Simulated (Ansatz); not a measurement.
Reactions of GeH8OSi2, SMILES `[OH][GeH2][SiH2][SiH3]`.

Program: Ansatz. Geometries: PBE0-D4/def2-TZVP. ΔE: electronic, gas phase. CCSD(T)/CBS is the MP2 limit (def2-TZVPP, def2-QZVPP) plus CCSD(T) − MP2 in def2-TZVPP, frozen cores. This one scheme is used for every species. DFT in def2-TZVPP. B3LYP here is the variant with VWN-RPA as its local correlation; programs differ in this. For Br, Ge outer-core shells are correlated without core-valence functions, which leaves a few kJ/mol of doubt a bond. Scalar relativity is left out up to krypton. One conformer a species, not always the lowest.

```csv
reaction,B2PLYP (kcal/mol),PBE-D4 (kcal/mol),B3LYP-D4 (kcal/mol)
`[OH][GeH2][SiH2][SiH3]` + `CBO` → `CBO[SiH2][SiH3]` + `[OH][GeH3]`,-13.0,-7.2,-12.7
`[OH][GeH2][SiH2][SiH3]` + `O=C(O)O` → `O=C(O)O[SiH2][SiH3]` + `[OH][GeH3]`,-14.7,-9.0,-13.9
`[OH][GeH2][SiH2][SiH3]` + `OCCO` → `OCCO[SiH3]` + `[OH][GeH2][SiH3]`,-20.6,-13.1,-19.2
`[OH][GeH2][SiH2][SiH3]` + HBr → `[OH][GeH2][Br]` + `[SiH3][SiH3]`,-19.3,-15.3,-17.8
```

(1) Give the CCSD(T)/CBS values in the same order. (An estimate is asked.)

Largest T1 diagnostic: 0.015, for `O=C(O)O[SiH2][SiH3]`.

## Answers

(1) Ansatz gave: -12.2, -14.1, -19.0, -17.4 kcal/mol.
